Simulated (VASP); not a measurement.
Input of a VASP 6.6.1 run:

The input POSCAR:

```
SiC                                     
1.0
    3.0798348512      0.0000000000      0.0000000000
   -1.5399174256      2.6672152206      0.0000000000
    0.0000000000      0.0000000000     15.1116731377
  Si              C             
     6     6
Direct
     0.0000000000000000    0.0000000000000000    0.1250363669738945
     0.0000000000000000    0.0000000000000000    0.6250363669738945
     0.3333333332999970    0.6666666667000030    0.2918190986554876
     0.6666666667000030    0.3333333332999970    0.7918190986554876
     0.3333333332999970    0.6666666667000030    0.9583117383180451
     0.6666666667000030    0.3333333332999970    0.4583117383180451
     0.0000000000000000    0.0000000000000000    0.9996886893865380
     0.0000000000000000    0.0000000000000000    0.4996886893865380
     0.3333333332999970    0.6666666667000030    0.1668269791812165
     0.6666666667000030    0.3333333332999970    0.6668269791812165
     0.3333333332999970    0.6666666667000030    0.8333171274848183
     0.6666666667000030    0.3333333332999970    0.3333171274848183
```

INCAR.step1

```
SYSTEM = SiC
PREC = Accurate ; ENCUT = 520
EDIFF = 1E-5 ; ISMEAR = 0
SIGMA = 0.03 ; LREAL = .FALSE.
LASPH = .TRUE. ; NELM = 80
ALGO = Normal ; ISIF = 2
LWAVE = .TRUE. ; LCHARG = .FALSE.
NBANDS = 36 ; GGA = PE
```

Contents of INCAR.step2:

```
SYSTEM = SiC
PREC = Accurate ; ENCUT = 520
EDIFF = 1E-6 ; ISMEAR = 0
SIGMA = 0.03 ; LREAL = .FALSE.
LASPH = .TRUE. ; NELM = 80
ALGO = Normal ; ISIF = 2
LWAVE = .FALSE. ; LCHARG = .FALSE.
GGA = PE ; LHFCALC = .TRUE.
HFSCREEN = 0.2 ; PRECFOCK = Fast
NBANDS = 36 ; ISTART = 1
```

The input KPOINTS:

```
Automatic mesh
0
G
  6 6 1
  0 0 0
```

Contents of KPOINTS_OPT:

```
explicit points
6
Reciprocal
 0.0000000000  0.0000000000  0.0000000000 1
 0.0000000000  0.0000000000  0.5000000000 1
 0.3333333333  0.3333333333  0.5000000000 1
 0.3333333333  0.3333333333  0.0000000000 1
 0.5000000000  0.0000000000  0.5000000000 1
 0.5000000000  0.0000000000  0.0000000000 1
```

Potentials or basis: VASP PAW PBE potentials, release 64 (Si, C).

Run with:

```sh
$ cat potpaw_PBE.64/Si/POTCAR potpaw_PBE.64/C/POTCAR > POTCAR
$ cp INCAR.step1 INCAR
$ mpirun -np 8 vasp_std > vasp.out
$ cp INCAR.step2 INCAR
$ mpirun -np 8 vasp_std > vasp.out
```

Question: Estimate the band gap on the k mesh.

Answer: 2.94 eV, indirect (least direct gap 4.15 eV).

Question: Predict the pressure.

Answer: -1.8 GPa.

Question: Predict the band gap along the path.

Answer: 2.94 eV, indirect (least direct gap 4.15 eV).

Stress tensor (GPa, compression positive):
```
-1.78  0.00  0.00
 0.00 -1.78  0.00
 0.00  0.00 -1.95
```

Caveat: the PAW data sets were made with another functional, which shifts forces and pressure a little.
